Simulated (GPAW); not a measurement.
# Si2W: band structure with LDA

Crystal: Si2W.

```
CELL_PARAMETERS angstrom
4.61685 0.00000 0.00000
-2.30843 3.99831 0.00000
0.00000 0.00000 6.65322
ATOMIC_POSITIONS crystal
W 0.50000 0.00000 0.50000
W 0.50000 0.50000 0.83333
W 0.00000 0.50000 0.16667
Si 0.32725 0.16363 0.16667
Si 0.83637 0.16363 0.83333
Si 0.16363 0.32725 0.50000
Si 0.67275 0.83637 0.16667
Si 0.16363 0.83637 0.83333
Si 0.83637 0.67275 0.50000
```

Measurements of this composition are mostly on another form, of space group No. 139.

- Program: GPAW 26.7.0
- Task: band structure
- Functional: LDA
- Potentials or basis: the program's PAW data sets (release 1.2.1) made for this functional
- Cutoff: 600 eV
- Basis: pw
- k mesh: 5 × 5 × 3
- Occupations: fermi-dirac, width 0.05 eV
- Spin: no spin polarisation
- Maxiter: 150
- Band path: GMKGALHA,LM,KH
- Band points: 80

```yaml
Pressure: -8.9 GPa
Largest_force: 0.072 eV/Å
Band_gap_along_the_path: none (metal or under the smearing width)
```

Forces on the atoms (eV/Å):
```
W    0.000  0.000  0.000
W    0.000  0.000  0.000
W    0.000  0.000  0.000
Si   0.062  0.036  0.000
Si  -0.062  0.036  0.000
Si   0.000  0.072  0.000
Si  -0.062 -0.036  0.000
Si   0.062 -0.036  0.000
Si   0.000 -0.072  0.000
```

Stress tensor (GPa, compression positive):
```
-8.64  0.00  0.00
 0.00 -8.64  0.00
 0.00  0.00 -9.43
```

Levels at the corners of the path, in eV from the Fermi level:
```
point  band 29  band 30  band 31  band 32  band 33  band 34  band 35  band 36  band 37  band 38
    Γ    -3.24    -3.24    -2.90    -2.42    -0.82     2.31     2.33     2.34     2.34     2.70
    M    -2.33    -2.17    -1.55    -1.07    -0.54     0.10     0.86     0.97     1.05     1.89
    K    -2.91    -2.64    -1.08    -1.08    -0.73     0.87     1.19     1.19     1.35     1.35
    Γ    -3.24    -3.24    -2.90    -2.42    -0.82     2.31     2.33     2.34     2.34     2.70
    A    -2.58    -2.58    -2.45    -0.63    -0.63     1.84     2.05     2.05     2.27     2.54
    L    -3.10    -2.85    -1.98    -1.17     0.11     0.70     1.11     1.31     1.49     1.86
    H    -1.85    -1.85    -1.47    -1.47    -0.54     0.65     0.65     0.84     1.78     1.78
    A    -2.58    -2.58    -2.45    -0.63    -0.63     1.84     2.05     2.05     2.27     2.54
    L    -3.10    -2.85    -1.98    -1.17     0.11     0.70     1.11     1.31     1.49     1.86
    M    -2.33    -2.17    -1.55    -1.07    -0.54     0.10     0.86     0.97     1.05     1.89
    K    -2.91    -2.64    -1.08    -1.08    -0.73     0.87     1.19     1.19     1.35     1.35
    H    -1.85    -1.85    -1.47    -1.47    -0.54     0.65     0.65     0.84     1.78     1.78
```

Wall time 14 min on 1 thread of Intel(R) Xeon(R) Processor @ 2.50GHz (Skylake/Cascade Lake), with other jobs on the host, peak memory 0.9 GiB.

Caveat: spin-orbit coupling is left out, which moves the levels of the heavy elements.
